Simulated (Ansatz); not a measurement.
# Mg: the cost of one run

Computed with Ansatz 0.2.0 (DFT PBE, scalar-relativistic, plane waves, PAW, unless a step's input says otherwise).

## 1. Starting point

It takes space group I4/mmm (No. 139, tetragonal). Conventional cell: a = 3.672 Å, b = 3.672 Å, c = 3.359 Å, α = 90.00°, β = 90.00°, γ = 90.00°. Mg (site symmetry 4/mmm) is surrounded by 10 Mg at 3.09 to 3.36 Å.

As a file:

```xyz
16
Lattice="1.8360 5.5080 -5.0382 -5.5080 -1.8360 -5.0382 -5.5080 5.5080 -1.6794" Properties=species:S:1:pos:R:3 pbc="T T T"
Mg   -9.1800    5.5080   -8.3970
Mg   -7.3440    7.3440  -10.0764
Mg   -7.3440    3.6720   -6.7176
Mg   -5.5080    5.5080   -8.3970
Mg   -5.5080    1.8360   -5.0382
Mg   -3.6720    3.6720   -6.7176
Mg   -3.6720    0.0000   -3.3588
Mg   -1.8360    1.8360   -5.0382
Mg   -5.5080    9.1800   -8.3970
Mg   -5.5080    5.5080   -5.0382
Mg   -3.6720    7.3440   -6.7176
Mg   -3.6720    3.6720   -3.3588
Mg   -1.8360    5.5080   -5.0382
Mg   -1.8360    1.8360   -1.6794
Mg    0.0000    3.6720   -3.3588
Mg    0.0000    0.0000    0.0000
```

It goes back to an entry of the Materials Project, which need not be the stable form.

No relaxation comes first: the listed cell is the starting point.

## 2. Reference: the perfect supercell

Contents of input.yaml:

```yaml
crystal:
  lattice:
    - [1.83599163, 5.50797489, -5.03821206]
    - [-5.50797489, -1.83599163, -5.03821206]
    - [-5.50797489, 5.50797489, -1.67940402]
  atoms:
    - { symbol: Mg, position: [0.4375, 0.9375, 0.875] }
    - { symbol: Mg, position: [0.875, 0.875, 0.75] }
    - { symbol: Mg, position: [0.3125, 0.8125, 0.625] }
    - { symbol: Mg, position: [0.75, 0.75, 0.5] }
    - { symbol: Mg, position: [0.1875, 0.6875, 0.375] }
    - { symbol: Mg, position: [0.625, 0.625, 0.25] }
    - { symbol: Mg, position: [0.0625, 0.5625, 0.125] }
    - { symbol: Mg, position: [0.5, 0.5, 0.0] }
    - { symbol: Mg, position: [0.9375, 0.4375, 0.875] }
    - { symbol: Mg, position: [0.375, 0.375, 0.75] }
    - { symbol: Mg, position: [0.8125, 0.3125, 0.625] }
    - { symbol: Mg, position: [0.25, 0.25, 0.5] }
    - { symbol: Mg, position: [0.6875, 0.1875, 0.375] }
    - { symbol: Mg, position: [0.125, 0.125, 0.25] }
    - { symbol: Mg, position: [0.5625, 0.0625, 0.125] }
    - { symbol: Mg, position: [0.0, 0.0, 0.0] }
  symmetry: { detect: false }
basis:
  ecutwfc: 420
kpoints:
  mp_grid: { grid: [2, 2, 2], shift: [0.5, 0.5, 0.5] }
hamiltonian:
  xc: pbe
scf:
  occupations: { method: gaussian, width: 0.1 }
output:
  forces: true
  stress: true
  eigenvalues: true
```

Launch:

```console
$ ansatz run input.yaml --threads 4 --pin off --max-ram 5120MiB --backend cpu --events-out ev --progress --plain --runs-dir out
```

**Question.** How long does this run take on 4 threads of Arm Neoverse V1, shared host, and how much memory does it need?

About 3.9 s, with a peak of 0.84 GiB.
